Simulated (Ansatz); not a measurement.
Runs of Ansatz 0.2.0 on BN. Symmetry: F-43m, No. 216, cubic system. The conventional cell has a = 3.626 Å, b = 3.626 Å, c = 3.626 Å, α = 90.00°, β = 90.00°, γ = 90.00°. N (site symmetry -43m) is surrounded by 4 B at 1.57 Å. B (site symmetry -43m) has 4 N at 1.57 Å as nearest neighbours. The cell is a database's computed one.

```csv
task,level,cell,k mesh,cutoff (eV),smearing,basis error allowed,mesh quality,gap on the mesh (eV),pressure (GPa),relaxed volume (Å³/atom)
relaxation of cell and atoms,RPBE,relaxed,13 × 13 × 13,-,fermi-dirac 0.05 eV,0.001 eV/atom,not flagged,4.55,0.0,6.05
relaxation of cell and atoms,PBEsol+D3(BJ),relaxed,13 × 13 × 13,-,fermi-dirac 0.05 eV,0.001 eV/atom,not flagged,4.38,0.0,5.80
relaxation of cell and atoms,BLYP+D4,relaxed,13 × 13 × 13,-,fermi-dirac 0.05 eV,0.001 eV/atom,not flagged,4.94,0.0,5.88
single point,PBE,as given,5 × 5 × 5,370,fermi-dirac 0.03 eV,0.004 eV/atom,coarse,(b),(c),-
relaxation of cell and atoms,RPBE+D4,relaxed,13 × 13 × 13,-,fermi-dirac 0.05 eV,0.001 eV/atom,not flagged,4.59,0.0,(a)
```

Alike in all rows: potentials or basis all-electron LAPW, scalar-relativistic; no spin polarisation.

Q: Estimate the missing entries.

A: (a) 5.81; (b) 4.93; (c) -0.2.

Caveats: some runs use coarse meshes; an odd mesh through Γ misses points on the zone boundary, where band edges often lie.

Not every run made on this cell is shown here.
